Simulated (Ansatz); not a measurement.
# CdS (F-43m): how far a G0W0 gap depends on its settings

Aim: test how the G0W0 gap of the published phase of CdS (F-43m) moves with the number of bands, the screening cutoff and the other choices.

Program: Ansatz 0.2.0. G0W0, plane waves. No spin polarisation and no zero-point or thermal motion.

## 1. The cell

The cell was relaxed beforehand with r2SCAN.

Space group F-43m (No. 216), cubic; conventional cell a = 5.878 Å, 25.39 Å³ an atom. Around Cd lie 4 S at 2.55 Å; around S lie 4 Cd at 2.55 Å.

Coordinates:

```
Cd S
1.0
     0.00000    2.93921    2.93921
     2.93921    0.00000    2.93921
     2.93921    2.93921    0.00000
Cd S
1 1
Direct
  0.00000 0.00000 0.00000
  0.25000 0.25000 0.25000
```

## 2. From PBE, 30 empty bands, 40 eV

Contents of input.yaml:

```yaml
crystal:
  lattice:
    - [0.0, 2.9392138883, 2.9392138883]
    - [2.9392138883, 0.0, 2.9392138883]
    - [2.9392138883, 2.9392138883, 0.0]
  atoms:
    - { symbol: Cd, position: [0.0, 0.0, 0.0] }
    - { symbol: S, position: [0.25, 0.25, 0.25] }
kpoints:
  mp_grid: { grid: [4, 4, 4] }
hamiltonian:
  xc: pbe
scf:
  occupations: { method: fixed }
gw:
  n_empty_bands: 30
  ecut_chi: 40
  qp_bands: [v1, c1]
  qp_kpoints: band_edges
  screening: { model: contour_deformation }
```

Started as:

```
$ ansatz run input.yaml --threads 4 --pin off --max-ram 3686MiB --backend cpu --events-out ev --progress --plain --runs-dir out
```

The program printed (excerpt; [...] marks lines left out):

```text
Warning: RAYON_NUM_THREADS=4 ignored (pool sized by the plan → 4); use --threads N
[...]
Pseudopotentials: kind: paw
Pseudopotential: Cd, paw, valence charge 20, recommended cutoff 420 eV (normal), Cd.paw.azcp
Pseudopotential: S, paw, valence charge 6, recommended cutoff 420 eV (normal), S.paw.azcp
Functional definition: PBE
[...]
Crystal: 2 atoms, lattice volume = 50.784 Å³
Basis set: ecut = 420 eV, 965 PW (Γ)
Bands: 17, of which v1, the nominal top of the filled ones, is band 13 counted from 1 (12 counted from 0)
Symmetry: 24 space group operations
Space group: F-43m (ITA 216), of the structure as read, at distance tolerance 3.7e-5 Å
k-points: 8 of 64 (time reversal used)
[...]
SCF iter   1: F=—  HF=-9157.790546 eV  |F-HF|=—  |Δ(HF+E_count)|=         —  Δρ=6.70e-4  dr2=2.39e-4  ethr=1.77e-3  ⟨swp⟩=4.9  Hψ=584  notcnv=0  defer=13
[...]
SCF iter   6: F=-9157.791189 eV  HF=-9157.791189 eV  |F-HF|=2.43e-9  |Δ(HF+E_count)|=   7.79e-9  Δρ=6.64e-6  dr2=1.50e-8  ethr=2.52e-10  ⟨swp⟩=3.9  Hψ=509  notcnv=0
[...]
NSCF: frozen V_eff on 8 k-points
G₀W₀ screening: q 1/8
G₀W₀ screening: q 2/8 (q-point 5)
G₀W₀ screening: q 3/8 (q-point 6)
G₀W₀ screening: q 4/8 (q-point 2)
G₀W₀ screening: q 5/8 (q-point 4)
G₀W₀ screening: q 6/8 (q-point 8)
G₀W₀ screening: q 7/8 (q-point 3)
G₀W₀ screening: q 8/8 (q-point 7)
G₀W₀ self-energy: k 1/4
G₀W₀ self-energy: k 2/4
G₀W₀ self-energy: k 3/4
G₀W₀ self-energy: k 4/4
NSCF: frozen V_eff on 1 k-points
SCF converged after 6 iterations
[...]
  bands read: the sum over 43 bands ends inside a degenerate multiplet in 1 slot, whose members it reads at an even weight; the widest, k=0: bands 43 to 45 (counted from 1) at 1/3 each
  gw.qp_kpoints: band_edges: 4 of 8 stored k-points solved, in 1 pass; an edge of the gap read off the rows below is read off those points alone
    valence top: of the k-points left out ik 5 came nearest to being solved in a further pass, in band 13 (counted from 1, as in the quasiparticle table): it holds the edge there only if its correction is more favourable than any solved in that band by at least 0.737 eV; those differ by 0.203 eV
    conduction bottom: of the k-points left out ik 3 came nearest to being solved in a further pass, in band 14 (counted from 1, as in the quasiparticle table): it holds the edge there only if its correction is more favourable than any solved in that band by at least 2.201 eV; those [...]
    ik  band        ε_KS         Σx   Σc(E_QP)       V_xc       Z   E_QP_lin       E_QP  E_QP is
     0    13      6.6078   -20.8451     2.8267   -17.9212  0.7304     6.5102     6.5107  root
     0    14      7.6917    -8.4076    -3.4189   -12.3333  0.7638     8.2145     8.1985  root
     1    13      6.2284   -20.2510     2.8915   -17.2145  0.7276     6.0825     6.0835  root
     1    14      9.3271    -8.6138    -3.5626   -12.8259  0.7554    10.0081     9.9766  root
     2    13      5.8885   -19.7245     2.9687   -16.5737  0.7244     5.7048     5.7065  root
     2    14      9.5731    -8.0062    -3.6960   -12.3801  0.7600    10.2868    10.2511  root
     6    13      4.8078   -18.1526     3.1810   -14.6711  0.7115     4.5019     4.5073  root
     6    14     10.1890    -6.2844    -3.4734   -10.0189  0.7667    10.4535    10.4499  root
```

Run time: 1.7 s. Hardware: 4 threads of Arm Neoverse V1, shared host; peak memory 0.3 GiB.

With 30 empty bands and 40 eV for the screening, the 4×4×4 mesh shows 1.08 eV for PBE and 1.69 eV for the quasiparticles (+0.61 eV). The renormalisation factors Z of the two edge bands lie between 0.71 and 0.77.

## 3. From PBE, 90 empty bands, 110 eV

input.yaml, as its differences from that of step 2:

```diff
@@ -15,6 +15,6 @@
 gw:
-  n_empty_bands: 30
-  ecut_chi: 40
+  n_empty_bands: 90
+  ecut_chi: 110
   qp_bands: [v1, c1]
   qp_kpoints: band_edges
-  screening: { model: contour_deformation }
+  screening: { model: godby_needs }
```

Started as:

```
$ ansatz run input.yaml --threads 4 --pin off --max-ram 3686MiB --backend cpu --events-out ev --progress --plain --runs-dir out
```

The program printed (excerpt; [...] marks lines left out):

```text
Warning: RAYON_NUM_THREADS=4 ignored (pool sized by the plan → 4); use --threads N
[...]
[... 4 set-up lines as earlier in the session ...]
[...]
Crystal: 2 atoms, lattice volume = 50.784 Å³
Basis set: ecut = 420 eV, 965 PW (Γ)
Bands: 17, of which v1, the nominal top of the filled ones, is band 13 counted from 1 (12 counted from 0)
[... 2 set-up lines as earlier in the session ...]
k-points: 8 of 64 (time reversal used)
[...]
SCF iter   1: F=—  HF=-9157.790546 eV  |F-HF|=—  |Δ(HF+E_count)|=         —  Δρ=6.70e-4  dr2=2.39e-4  ethr=1.77e-3  ⟨swp⟩=4.9  Hψ=584  notcnv=0  defer=13
[...]
    conduction bottom: of the k-points left out ik 3 came nearest to being solved in a further pass, in band 14 (counted from 1, as in the quasiparticle table): it holds the edge there only if its correction is more favourable than any solved in that band by at least 2.249 eV; those [...]
    ik  band        ε_KS         Σx   Σc(E_QP)       V_xc       Z   E_QP_lin       E_QP  E_QP is
     0    13      6.6078   -20.8451     2.4440   -17.9212  0.7796     6.1266     6.1280  root
     0    14      7.6917    -8.4076    -3.7133   -12.3333  0.8121     7.9044     7.9041  root
     1    13      6.2284   -20.2510     2.5051   -17.2145  0.7793     5.6952     5.6971  root
     1    14      9.3271    -8.6138    -3.8735   -12.8259  0.8059     9.6664     9.6657  root
     2    13      5.8885   -19.7245     2.5742   -16.5737  0.7785     5.3098     5.3120  root
     2    14      9.5731    -8.0062    -3.9927   -12.3801  0.8104     9.9553     9.9544  root
     6    13      4.8078   -18.1526     2.7700   -14.6711  0.7758     4.0924     4.0963  root
     6    14     10.1890    -6.2844    -3.7200   -10.0189  0.8209    10.2033    10.2033  root
```

Wall time 4 s (4 threads of Arm Neoverse V1, shared host); peak memory 0.41 GiB.

On its 4×4×4 mesh the gap goes from 1.08 eV (PBE) to 1.78 eV, a shift of +0.70 eV, with 90 empty bands and a screening cutoff of 110 eV. The renormalisation factors Z of the two edge bands lie between 0.78 and 0.82.

## 4. From HSE06, 45 empty bands, 120 eV

input.yaml, as its differences from that of step 3:

```diff
@@ -11,3 +11,3 @@
 hamiltonian:
-  xc: pbe
+  xc: hse06
 scf:
@@ -15,6 +15,6 @@
 gw:
-  n_empty_bands: 90
-  ecut_chi: 110
+  n_empty_bands: 45
+  ecut_chi: 120
   qp_bands: [v1, c1]
   qp_kpoints: band_edges
-  screening: { model: godby_needs }
+  screening: { model: contour_deformation }
```

Started as:

```
$ ansatz run input.yaml --threads 4 --pin off --max-ram 3686MiB --backend cpu --events-out ev --progress --plain --runs-dir out
```

The program printed:

```text
Warning: RAYON_NUM_THREADS=4 ignored (pool sized by the plan → 4); use --threads N
Engine: ansatz 0.2.0, aarch64-unknown-linux-gnu
[... 3 set-up lines as earlier in the session ...]
Functional definition: HSE06
  parameter a = 0.25
  parameter omega = 0.11/bohr
  exchange = pbe_x - a*pbe_x_sr(omega) + a*exact_x_sr(omega)
  correlation = pbe_c
davidson cushion auto → on  (no smearing: the cushion is to keep the highest requested band from converging to the state above it; pin scf.eigensolver.cushion to override)
Crystal: 2 atoms, lattice volume = 50.784 Å³
Basis set: ecut = 420 eV, 965 PW (Γ)
Bands: 17, of which v1, the nominal top of the filled ones, is band 13 counted from 1 (12 counted from 0)
[... 2 set-up lines as earlier in the session ...]
k-points: 8 of 64 (time reversal used)
Non-local potential: Cd, projectors of the file, l = 0: 3, l = 1: 2, l = 2: 2, l = 3: 1
Non-local potential: S, projectors of the file, l = 0: 2, l = 1: 2, l = 2: 2
PAW form: soft (Blöchl's): semilocal exchange-correlation on the pseudo side does not see the compensation charge
PAW frozen core: Cd, regenerated for the run's functional, and the local potential with it (the file was generated under x = pbe(κ = 0.804, μ = 0.2195149727645171), c = pbe(β = 0.06672455060314922))
PAW frozen core: S, regenerated for the run's functional, and the local potential with it (the file was generated under x = pbe(κ = 0.804, μ = 0.2195149727645171), c = pbe(β = 0.06672455060314922))
PAW one-centre angular grid: Cd, 590 points (default); XC on 64 Gauss nodes
PAW one-centre angular grid: S, 110 points (default); XC on 64 Gauss nodes
Initial density: superposition of atomic densities (neutral atoms: chi_scale 0, normalization atom), corrected by the library's trained network
Initial wavefunctions: pseudopotential atomic-orbital guess
Functional: x = pbe(κ = 0.804, μ = 0.2195149727645171), c = pbe(β = 0.06672455060314922), warm-up for x = pbe(κ = 0.804, μ = 0.2195149727645171) + 0.25 (exact − pbe) at short range (hse, ω = 0.20786987370883472 Å⁻¹), c = pbe(β = 0.06672455060314922); HSE06 as pw.x's `hse` composes it (authors' and Libxc's form: `xc: wpbeh`)
SCF iter   1: F=—  HF=-9157.788568 eV  |F-HF|=—  |Δ(HF+E_count)|=         —  Δρ=7.07e-4  dr2=1.30e-4  ethr=1.77e-3  ⟨swp⟩=8.1  Hψ=664  notcnv=0
preconditioner: auto → none  [insulator: Δε(μ)=1.082 eV  Ē_g=12.246 eV  n_scr=14 (ndim 8)  ℏωp=22.1 eV  f_vac=0.136]
SCF iter   2: F=-9157.788873 eV  HF=-9157.788852 eV  |F-HF|=2.13e-5  |Δ(HF+E_count)|=   2.84e-4  Δρ=2.91e-4  dr2=3.36e-5  ethr=5.01e-7  ⟨swp⟩=5.2  Hψ=546  notcnv=0
SCF 1 stopped early in 2 iterations: F = -9157.788873 eV  dr2 = 3.36e-5
Initial density: handed on by an earlier stage of this run
Initial wavefunctions: those handed on with the density
Functional: x = pbe(κ = 0.804, μ = 0.2195149727645171) + 0.25 (exact − pbe) at short range (hse, ω = 0.20786987370883472 Å⁻¹), c = pbe(β = 0.06672455060314922); HSE06 as pw.x's `hse` composes it (authors' and Libxc's form: `xc: wpbeh`)
Exchange kernel: α = 0.2500, screened, ω = 0.2079 Å⁻¹, Wigner–Seitz truncation, v(0) = 1031.7952 eV·Å³, q-mesh 4×4×4, nearest image of the exchange supercell L = 16.63 Å, pair-density grid 18×18×18, without the augmentation charges, whose exchange is taken in its separable form by FFT convolution over the k-point mesh (sized by the pseudopotential files, 24×24×24 at the most), smooth part of the exact exchange by density-matrix convolution
Frozen-core exchange: fock
SCF iter   1: F=—  HF=-9162.168374 eV  |F-HF|=—  |Δ(HF+E_count)|=         —  Δρ=6.75e-3  dr2=1.83e-2  ethr=1.29e-6  ⟨swp⟩=6.5  Hψ=694  notcnv=0
preconditioner: auto → none  [insulator: Δε(μ)=2.079 eV  Ē_g=14.292 eV  n_scr=14 (ndim 8)  ℏωp=22.1 eV  f_vac=0.136]
SCF iter   2: F=—  HF=-9162.163579 eV  |F-HF|=—  |Δ(HF+E_count)|=   4.79e-3  Δρ=2.45e-3  dr2=2.09e-3  ethr=1.29e-6  ⟨swp⟩=4.0  Hψ=522  notcnv=0
SCF iter   3: F=—  HF=-9162.169947 eV  |F-HF|=—  |Δ(HF+E_count)|=   6.37e-3  Δρ=1.63e-3  dr2=8.98e-4  ethr=1.29e-6  ⟨swp⟩=4.0  Hψ=482  notcnv=0
SCF iter   4: F=—  HF=-9162.169762 eV  |F-HF|=—  |Δ(HF+E_count)|=   1.86e-4  Δρ=4.57e-4  dr2=7.03e-5  ethr=1.29e-6  ⟨swp⟩=3.0  Hψ=374  notcnv=0
SCF iter   5: F=—  HF=-9162.169857 eV  |F-HF|=—  |Δ(HF+E_count)|=   9.48e-5  Δρ=1.92e-4  dr2=1.48e-5  ethr=2.31e-7  ⟨swp⟩=3.2  Hψ=361  notcnv=0
iter 6 solved again at ethr=6.65e-10 eV; its pass at ethr=5.35e-8 eV (dr2=1.73e-7 eV) is discarded
SCF iter   6: F=-9162.169853 eV  HF=-9162.169853 eV  |F-HF|=5.41e-8  |Δ(HF+E_count)|=   3.35e-6  Δρ=2.42e-5  dr2=1.04e-6  ethr=6.65e-10  ⟨swp⟩=3.1  Hψ=696  notcnv=0
SCF 2 stopped early in 6 iterations: F = -9162.169853 eV  dr2 = 1.04e-6
hybrid outer 1: dexx = +7.736e-3 eV, tail = 2.28e-5 eV
Exchange kernel: α = 0.2500, screened, ω = 0.2079 Å⁻¹, Wigner–Seitz truncation, v(0) = 1031.7952 eV·Å³, q-mesh 4×4×4, nearest image of the exchange supercell L = 16.63 Å, pair-density grid 18×18×18, without the augmentation charges, whose exchange is taken in its separable form by FFT convolution over the k-point mesh (sized by the pseudopotential files, 24×24×24 at the most), smooth part of the exact exchange by density-matrix convolution
Frozen-core exchange: fock
SCF iter   1: F=—  HF=-9162.169889 eV  |F-HF|=—  |Δ(HF+E_count)|=         —  Δρ=4.91e-5  dr2=3.21e-7  ethr=4.39e-7  ⟨swp⟩=3.0  Hψ=334  notcnv=0
preconditioner: auto → none  [insulator: Δε(μ)=2.119 eV  Ē_g=14.228 eV  n_scr=14 (ndim 8)  ℏωp=22.1 eV  f_vac=0.143]
SCF iter   2: F=-9162.169889 eV  HF=-9162.169889 eV  |F-HF|=2.91e-8  |Δ(HF+E_count)|=   3.03e-8  Δρ=1.72e-5  dr2=7.83e-8  ethr=1.17e-9  ⟨swp⟩=3.5  Hψ=432  notcnv=0
SCF 3 converged in 2 iterations: F = -9162.169889 eV  dr2 = 7.83e-8
hybrid outer 2: dexx = +1.931e-7 eV, tail = 1.89e-7 eV, Δε = 2.73e-3 eV (about 2.91e-4 eV left of the loop's levels)
NSCF: frozen V_eff on 8 k-points
Exchange-term sweep: 0 of 8 (spin, k) points
Exchange-term sweep: 1 of 8 (spin, k) points
Exchange-term sweep: 2 of 8 (spin, k) points
Exchange-term sweep: 3 of 8 (spin, k) points
Exchange-term sweep: 4 of 8 (spin, k) points
Exchange-term sweep: 5 of 8 (spin, k) points
Exchange-term sweep: 6 of 8 (spin, k) points
Exchange-term sweep: 7 of 8 (spin, k) points
Exchange-term sweep: 8 of 8 (spin, k) points
G₀W₀ screening: q 1/8
G₀W₀ screening: q 2/8 (q-point 5)
G₀W₀ screening: q 3/8 (q-point 6)
G₀W₀ screening: q 4/8 (q-point 2)
G₀W₀ screening: q 5/8 (q-point 4)
G₀W₀ screening: q 6/8 (q-point 8)
G₀W₀ screening: q 7/8 (q-point 3)
G₀W₀ screening: q 8/8 (q-point 7)
G₀W₀ self-energy: k 1/4
G₀W₀ self-energy: k 2/4
G₀W₀ self-energy: k 3/4
G₀W₀ self-energy: k 4/4
NSCF: frozen V_eff on 1 k-points
hybrid SCF converged: 2 outer / 8 inner (+2 warm-up), last move |dexx| = 1.93e-7 eV, tail = 1.89e-7 eV
Stability not checked: this state was not tested for a lower state beside it, because the functional holds exact exchange (a hybrid, or Hartree-Fock), whose exchange loop this test does not read (fock_operator; see scf.lower_state_search)
Free energy (F): -9162.169889 eV
Frozen-core exchange: fock
Harris-Foulkes:  -9162.169889 eV  (|F-HF|=2.91e-8)
Internal energy: -9162.169889 eV  (E = F + TS)
E sigma→0 (E₀):  -9162.169889 eV
Fermi energy:    5.953504 eV
--- Per-component energies (eV) ---
  E_band       = -576.993297
  E_kinetic    = 612.359820
  E_local      = -4050.927735  (includes V_loc(G=0)·N_el)
  E_nonlocal   = 62.878261
  E_hartree    = 1861.252578
  E_xc         = -218.807945
  E_vxc        = -245.424132  (∫ρ·V_xc dr)
  E_exx        = -99.646942  (= α·E_x^exact, valence–valence)
  E_paw        = -4644.505057  (= ΣΔE_a)
  E_vpaw       = -479.078709  (= ΣTr[D̂ρ^β])
  E_aug_tail   = 0.000016  (compensation charges beyond the density's cutoff)
  E_ewald      = -2684.077532
  E_core_change = -0.695354  (= ΣΔE_core)
  E_smearing   = -0.000000  (= −TS)
  E_closure    = -0.000000  (closes the sum)
  Σ components = -9162.169889   (vs F -9162.169889, Δ=0.00e0)
--- Band table (eV; the first three rows and the last of 8) ---
  k-point 0: bands = ["-100.3450", "-60.0787", "-60.0787", "-60.0787", "-7.4412", "-2.8686", "-2.8686", "-2.8686", "-2.4152", "-2.4152", "5.9535", "5.9535", "5.9535", "8.0719", "13.6544"]
  k-point 1: bands = ["-100.3450", "-60.0788", "-60.0787", "-60.0787", "-7.2262", "-2.8017", "-2.8017", "-2.5975", "-2.4118", "-2.4118", "3.3978", "5.5492", "5.5492", "9.7545", "13.3445"]
  k-point 2: bands = ["-100.3450", "-60.0788", "-60.0787", "-60.0787", "-7.0151", "-2.7541", "-2.7541", "-2.3837", "-2.3837", "-2.0150", "1.4215", "5.1854", "5.1854", "10.0266", "14.0956"]
  k-point 7: bands = ["-100.3450", "-60.0790", "-60.0787", "-60.0786", "-6.8878", "-2.6385", "-2.6372", "-2.4574", "-2.4055", "-1.7628", "1.9625", "3.6707", "3.6725", "12.3675", "12.6155"]
  guard bands above this table: 2 of the run's 17 bands. The solve was not asked for them (output.publish_guard_bands: true or output.eigenvalues: true publishes all)
--- G₀W₀: contour deformation, 6 samples at zero and on the imaginary axis and 2 off it, 64 q-points, 45 empty bands' worth ---
  eigenvalues of the whole cell's RPA ε∞ on this k-mesh (on a slab, of 1 + 4πα/V) = 5.4598, 5.4598, 5.4598; static W/v taken at q = 0 is 0.183158
  bands read: the sum over 58 bands ends inside a degenerate multiplet in 1 slot, whose members it reads at an even weight; the widest, k=2: bands 58 to 59 (counted from 1) at 1/2 each
  gw.qp_kpoints: band_edges: 4 of 8 stored k-points solved, in 1 pass; an edge of the gap read off the rows below is read off those points alone
    valence top: of the k-points left out ik 5 came nearest to being solved in a further pass, in band 13 (counted from 1, as in the quasiparticle table): it holds the edge there only if its correction is more favourable than any solved in that band by at least 0.786 eV; those differ by 0.144 eV
    conduction bottom: of the k-points left out ik 3 came nearest to being solved in a further pass, in band 14 (counted from 1, as in the quasiparticle table): it holds the edge there only if its correction is more favourable than any solved in that band by at least 2.371 eV; those differ by 0.245 eV
    ik  band        ε_KS         Σx   Σc(E_QP)       V_xc       Z   E_QP_lin       E_QP  E_QP is
     0    13      5.9535   -20.6057     2.4014   -18.3013  0.7782     6.0503     6.0505  root
     0    14      8.0719    -7.9192    -3.3904   -11.6243  0.8134     8.3882     8.3866  root
     1    13      5.5492   -20.0430     2.4483   -17.6579  0.7762     5.6124     5.6125  root
     1    14      9.7545    -8.0874    -3.5146   -12.0167  0.8065    10.1721    10.1691  root
     2    13      5.1854   -19.5516     2.5041   -17.0826  0.7736     5.2205     5.2205  root
     2    14     10.0266    -7.5879    -3.5783   -11.6170  0.8111    10.4809    10.4774  root
     6    13      4.0300   -18.0760     2.6695   -15.3600  0.7642     3.9834     3.9835  root
     6    14     10.4430    -5.9201    -3.3011    -9.4273  0.8187    10.6498    10.6491  root
```

Wall time 13 s (4 threads of Arm Neoverse V1, shared host); peak memory 0.7 GiB.

With 45 empty bands and 120 eV for the screening, the 4×4×4 mesh shows 2.12 eV for HSE06 and 2.34 eV for the quasiparticles (+0.22 eV). The renormalisation factors Z of the two edge bands lie between 0.76 and 0.82.

## 5. From PBE, 60 empty bands, 80 eV, q_mesh [1, 1, 1]

input.yaml, as its differences from that of step 4:

```diff
@@ -11,3 +11,3 @@
 hamiltonian:
-  xc: hse06
+  xc: pbe
 scf:
@@ -15,4 +15,4 @@
 gw:
-  n_empty_bands: 45
-  ecut_chi: 120
+  n_empty_bands: 60
+  ecut_chi: 80
   qp_bands: [v1, c1]
@@ -20 +20,2 @@
   screening: { model: contour_deformation }
+  q_mesh: [1, 1, 1]
```

Started as:

```
$ ansatz run input.yaml --threads 4 --pin off --max-ram 3686MiB --backend cpu --events-out ev --progress --plain --runs-dir out
```

The program printed (excerpt; [...] marks lines left out):

```text
Warning: RAYON_NUM_THREADS=4 ignored (pool sized by the plan → 4); use --threads N
[...]
[... 4 set-up lines as earlier in the session ...]
[...]
Crystal: 2 atoms, lattice volume = 50.784 Å³
Basis set: ecut = 420 eV, 965 PW (Γ)
Bands: 17, of which v1, the nominal top of the filled ones, is band 13 counted from 1 (12 counted from 0)
[... 2 set-up lines as earlier in the session ...]
k-points: 8 of 64 (time reversal used)
[...]
SCF iter   1: F=—  HF=-9157.790546 eV  |F-HF|=—  |Δ(HF+E_count)|=         —  Δρ=6.70e-4  dr2=2.39e-4  ethr=1.77e-3  ⟨swp⟩=4.9  Hψ=584  notcnv=0  defer=13
[...]
  `?` marks the rows in doubt; gw_qp.tsv's column doubts and the gw_qp event give each row's grounds
    ik  band        ε_KS         Σx   Σc(E_QP)       V_xc       Z   E_QP_lin       E_QP  E_QP is
     0    13      6.6078   -24.1573     5.7825   -17.9212  0.5899     6.1185     6.1543  root ?
     0    14      7.6917    -6.3160    -5.9830   -12.3333  0.6062     7.7262     7.7261  root
     1    13      6.2284   -23.2163     5.6014   -17.2145  0.5920     5.8015     5.8281  root ?
     1    14      9.3271    -6.3173    -6.3260   -12.8259  0.6049     9.5143     9.5097  root
     2    13      5.8885   -22.4277     5.4716   -16.5737  0.5931     5.4822     5.5061  root ?
     2    14      9.5731    -5.8281    -6.3833   -12.3801  0.6067     9.7459     9.7420  root
     6    13      4.8078   -20.2038     5.1650   -14.6711  0.5956     4.4183     4.4401  root ?
     6    14     10.1890    -4.7593    -5.6511   -10.0189  0.6109     9.8137     9.7974  root
```

Run time: 1.4 s. Hardware: 4 threads of Arm Neoverse V1, shared host; peak memory 0.35 GiB.

The quasiparticle solution at a band edge is in doubt, so no gap is taken from this run.

## 6. Results

| start | potentials | frequencies | empty bands | cutoff (eV) | mesh | Kohn-Sham gap (eV) | G0W0 gap (eV) |
| --- | --- | --- | --- | --- | --- | --- | --- |
| PBE | PAW | full | 30 | 40 | 4×4×4 | 1.08 | 1.69 |
| PBE | PAW | pole | 90 | 110 | 4×4×4 | 1.08 | 1.78 |
| HSE06 | PAW | full | 45 | 120 | 4×4×4 | 2.12 | 2.34 |

Gaps are those on each run's own mesh. Runs that failed or were set aside have no row.

**Reading.** Over the runs in the table the G0W0 gap on the mesh spans 1.69 to 2.34 eV, and the shift from the starting levels +0.22 to +0.69 eV; where more than one setting differs between two runs, no single one explains their difference. G0W0 values are finite-basis, finite-mesh values.
